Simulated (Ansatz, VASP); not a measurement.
This is a calculation of Ti for VASP 6.6.1.

INCAR

```
SYSTEM = Ti
PREC = Accurate
ENCUT = 520
EDIFF = 1E-7
ISMEAR = -1
SIGMA = 0.05
LREAL = .FALSE.
LASPH = .TRUE.
NELM = 60
ALGO = Normal
ISIF = 2
LWAVE = .FALSE.
LCHARG = .FALSE.
GGA = PS
NBANDS = 12
```

The input KPOINTS:

```
Automatic mesh
0
G
  11 11 11
  0 0 0
```

File POSCAR:

```
Ti
1.0
   -1.6075008044      1.6075008044      1.6075008044
    1.6075008044     -1.6075008044      1.6075008044
    1.6075008044      1.6075008044     -1.6075008044
Ti
1
Direct
    0.0000000000      0.0000000000      0.0000000000
```

Potentials or basis: VASP PAW PBE potentials, release 64 (Ti_sv).

The run is started by

```sh
$ cat potpaw_PBE.64/Ti_sv/POTCAR > POTCAR
$ mpirun -np 1 vasp_std > vasp.out
```

Question: Set up the same calculation for Ansatz 0.2.0. Potentials there: Ansatz PAW.

Answer: As run (the cutoff follows the program's own potentials):

input.yaml

```yaml
crystal:
  lattice:
    - [-1.6075008044, 1.6075008044, 1.6075008044]
    - [1.6075008044, -1.6075008044, 1.6075008044]
    - [1.6075008044, 1.6075008044, -1.6075008044]
  atoms:
    - { symbol: Ti, position: [0.0, 0.0, 0.0] }
hamiltonian:
  xc: pbesol
  pseudopotentials: { kind: paw }
kpoints:
  mp_grid: { grid: [11, 11, 11] }
scf:
  occupations: { method: fermi_dirac, width: 0.05 }
output:
  forces: true
  stress: true
  eigenvalues: true
```

Potentials or basis: Ansatz PAW.

Run with:

```bash
$ ansatz run input.yaml --threads 1 --pin off --max-ram 3584MiB --backend cpu --events-out ev --progress --plain --runs-dir out
```

Both were run:

|  | VASP | Ansatz | Ansatz less VASP |
| --- | --- | --- | --- |
| gap on the k mesh at the Fermi level (eV) | none | none | - |
| pressure (GPa) | -0.9 | -0.6 | +0.27 |

A gap of «none» marks a metal or a gap that the smearing closes.

Caveats: the PAW data sets were made with another functional, which shifts forces and pressure a little (VASP); the PAW data sets come from PBE, with cores solved anew for the run's functional, which leaves a small shift of forces and pressure (Ansatz).
